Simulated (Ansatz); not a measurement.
A run of Ansatz 0.2.0:

input.yaml

```yaml
crystal:
  lattice:
    - [-2.303, 2.303, 2.303]
    - [2.303, -2.303, 2.303]
    - [2.303, 2.303, -2.303]
  atoms:
    - { symbol: Eu, position: [0.0, 0.0, 0.0], spin: 7.0 }
hamiltonian:
  xc: r2scan
  pseudopotentials: { kind: paw }
magnetization:
  spin_polarized: true
kpoints:
  mp_grid: { grid: [8, 8, 8] }
scf:
  occupations: { method: fermi_dirac, width: 0.05 }
output:
  forces: true
  stress: true
  eigenvalues: true
  write_density: true
  write_potential: true
  elf: true
  volumetric_format: npy
relax:
  f_tol: 0.01
  max_steps: 40
  cell: { stress_tol: 0.05 }
```

Potentials or basis: Ansatz PAW.

Launch:

```console
$ ansatz run input.yaml --threads 2 --pin off --max-ram 5632MiB --backend cpu --events-out ev --progress --plain --runs-dir out
```

Hardware: 2 threads of Arm Neoverse V1, with other jobs on the host.

Task: How long does it take, and how much memory?

Result: Wall time 27 s on 2 threads of Arm Neoverse V1, with other jobs on the host, peak memory 0.47 GiB. Counts: scf iterations 70, plane waves 1061, k points 29, bands 16, ion steps 5.
